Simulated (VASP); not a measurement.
Computed with r2SCAN meta-GGA, VASP's PBE PAW potentials (set 64) (plane waves; VASP).

A VASP calculation is set up with these files.

**POSCAR**
```
InN
1
    0.0000000000     2.5511640097     2.5511640097
    2.5511640097     0.0000000000     2.5511640097
    2.5511640097     2.5511640097     0.0000000000
In N
1 1
Direct
  0.0000000000   0.0000000000   0.0000000000
  0.2500000000   0.2500000000   0.2500000000
```

INCAR:
```
# general
SYSTEM   =  InN
PREC     =  Accurate
ENCUT    =  520
LREAL    =  F
LASPH    =  T

# electronic loop
EDIFF    =  1E-7   # SCF stop (eV)
NELM     =  100   # most electronic steps
ALGO     =  Normal   # blocked Davidson
LMAXMIX  =  4   # l cut-off of mixed one-centre charges
LMIXTAU  =  T

# smearing
ISMEAR   =  1   # Methfessel-Paxton
SIGMA    =  0.1

# functional
METAGGA  =  R2SCAN

# ions
ISIF     =  2   # forces and stress, cell fixed

# output
LWAVE    =  F
LCHARG   =  F
```

**KPOINTS**
```
Automatic mesh
0
Gamma
13 13 13
0 0 0
```

POTCAR, in this order: In_d N (PBE.64 set). Program: vasp_std.

The resulting files:

**OSZICAR**
```
       N       E                     dE             d eps       ncg     rms          rms(c)
DAV:   1     0.109589194379E+03    0.10959E+03   -0.94537E+03  2220   0.187E+03
DAV:   2    -0.260346206049E+02   -0.13562E+03   -0.12919E+03  2399   0.386E+02
DAV:   3    -0.377708427839E+02   -0.11736E+02   -0.11512E+02  2679   0.115E+02
DAV:   4    -0.381093043106E+02   -0.33846E+00   -0.33807E+00  2535   0.210E+01
DAV:   5    -0.381248458448E+02   -0.15542E-01   -0.15541E-01  2963   0.412E+00    0.101E+01
DAV:   6    -0.316760775182E+02    0.64488E+01   -0.72552E+00  3281   0.691E+01    0.520E+00
DAV:   7    -0.317704198850E+02   -0.94342E-01   -0.71220E-01  2534   0.160E+01    0.285E+00
DAV:   8    -0.319925814370E+02   -0.22216E+00   -0.34575E-01  2480   0.879E+00    0.143E+00
DAV:   9    -0.317547850283E+02    0.23780E+00   -0.19257E-01  2184   0.695E+00    0.570E-01
DAV:  10    -0.318696735512E+02   -0.11489E+00   -0.58637E-02  2184   0.271E+00    0.552E-01
DAV:  11    -0.318714873115E+02   -0.18138E-02   -0.24671E-03  2722   0.494E-01    0.559E-01
DAV:  12    -0.318485982396E+02    0.22889E-01   -0.43008E-03  2184   0.762E-01    0.304E-01
DAV:  13    -0.318734119890E+02   -0.24814E-01   -0.89418E-03  2184   0.173E+00    0.399E-01
DAV:  14    -0.318735037854E+02   -0.91796E-04   -0.66980E-04  2619   0.362E-01    0.339E-01
DAV:  15    -0.318733789297E+02    0.12486E-03   -0.37064E-05  2590   0.104E-01    0.289E-01
DAV:  16    -0.318735255677E+02   -0.14664E-03   -0.24484E-04  2806   0.463E-01    0.120E-01
DAV:  17    -0.318735399940E+02   -0.14426E-04   -0.11933E-04  2873   0.216E-01    0.496E-02
DAV:  18    -0.318735399932E+02    0.88380E-09   -0.79929E-06  2214   0.328E-02    0.496E-02
DAV:  19    -0.318735441477E+02   -0.41545E-05   -0.11484E-06  2219   0.134E-02    0.427E-02
DAV:  20    -0.318735459197E+02   -0.17720E-05   -0.40120E-06  2204   0.248E-02    0.432E-02
DAV:  21    -0.318735452042E+02    0.71547E-06   -0.17745E-06  3108   0.284E-02    0.245E-02
DAV:  22    -0.318735440884E+02    0.11158E-05   -0.85970E-07  2835   0.124E-02    0.164E-02
DAV:  23    -0.318735441454E+02   -0.56995E-07   -0.64047E-07  3031   0.125E-02
   1 F= -.31873544E+02 E0= -.31873583E+02  d E =0.115978E-03
```

OUTCAR:
```
------------------------ aborting loop because EDIFF is reached ----------------------------------------
  FORCE on cell =-STRESS in cart. coord.  units (eV):
  Direction    XX          YY          ZZ          XY          YZ          ZX
  --------------------------------------------------------------------------------------
  Total       -1.4725554     -1.4725554     -1.4725554      0.0000000      0.0000000     -0.0000000
  in kB      -71.0455867    -71.0455867    -71.0455867      0.0000000      0.0000000     -0.0000000
  external PRESSURE =     -71.0455867 kB  Pullay stress =       0.0000000 kB
  volume of cell :       33.21
      direct lattice vectors                 reciprocal lattice vectors
     0.000000000  2.551164010  2.551164010    -0.195988967  0.195988967  0.195988967
     2.551164010  0.000000000  2.551164010     0.195988967 -0.195988967  0.195988967
     2.551164010  2.551164010  0.000000000     0.195988967  0.195988967 -0.195988967
 POSITION                                       TOTAL-FORCE (eV/Angst)
 -----------------------------------------------------------------------------------
      0.00000      0.00000      0.00000         0.000000      0.000000      0.000000
      1.27558      1.27558      1.27558        -0.000000     -0.000000     -0.000000
 -----------------------------------------------------------------------------------
    total drift:                               -0.000008     -0.000008     -0.000008
  FREE ENERGIE OF THE ION-ELECTRON SYSTEM (eV)
  ---------------------------------------------------
  free  energy   TOTEN  =       -31.8735441454 eV

  energy  without entropy=      -31.8736601230  energy(sigma->0) =      -31.87358280
```
(Selected blocks of OUTCAR.)

OUTCAR:
```
 val. band max:        5.5051918746   @ k =   0.0000   0.0000   0.0000

 cond. band min:       6.2035752896   @ k =   0.0769   0.0000   0.0000


 Fermi energy:         5.5255993764

 k-point     1 :       0.0000    0.0000    0.0000
  band No.  band energies     occupation
      1      -9.3946      2.00000
      2      -8.2654      2.00000
      3      -8.2654      2.00000
      4      -8.2654      2.00000
      5      -7.9324      2.00000
      6      -7.9324      2.00000
      7       5.1862      2.00002
      8       5.5052      1.33763
      9       5.5052      1.33763
     10       5.5052      1.33756
     11      15.2160      0.00000
     12      15.2160      0.00000
     13      15.2160      0.00000

 k-point     2 :       0.0769    0.0000    0.0000
  band No.  band energies     occupation
      1      -9.4104      2.00000
      2      -8.2564      2.00000
      3      -8.2564      2.00000
      4      -8.1863      2.00000
      5      -7.9330      2.00000
      6      -7.9330      2.00000
      7       4.4147      2.00000
      8       5.4554      1.92111
      9       5.4554      1.92108
     10       6.2036     -0.00000
     11      14.7996      0.00000
     12      15.2826      0.00000
     13      15.2827      0.00000

 k-point     3 :       0.1538    0.0000    0.0000
  band No.  band energies     occupation
      1      -9.4536      2.00000
      2      -8.2332      2.00000
      3      -8.2332      2.00000
      4      -7.9560      2.00000
      5      -7.9328      2.00000
      6      -7.9328      2.00000
      7       3.4296      2.00000
      8       5.3211      2.01378
      9       5.3211      2.01379
     10       6.9718     -0.00000
     11      13.9686      0.00000
     12      15.4231      0.00000
     13      15.4231      0.00000

 k-point     4 :       0.2308    0.0000    0.0000
  band No.  band energies     occupation
      1      -9.5137      2.00000
      2      -8.2057      2.00000
      3      -8.2057      2.00000
...
```

Unless said otherwise, spin-orbit coupling is left out, though it shifts the bands of the heavy elements here.

The compound is InN in the zinc blende structure, a metastable form; wurtzite is the usual one. This cell is one point of a volume scan, at 1.06 of the reference volume.
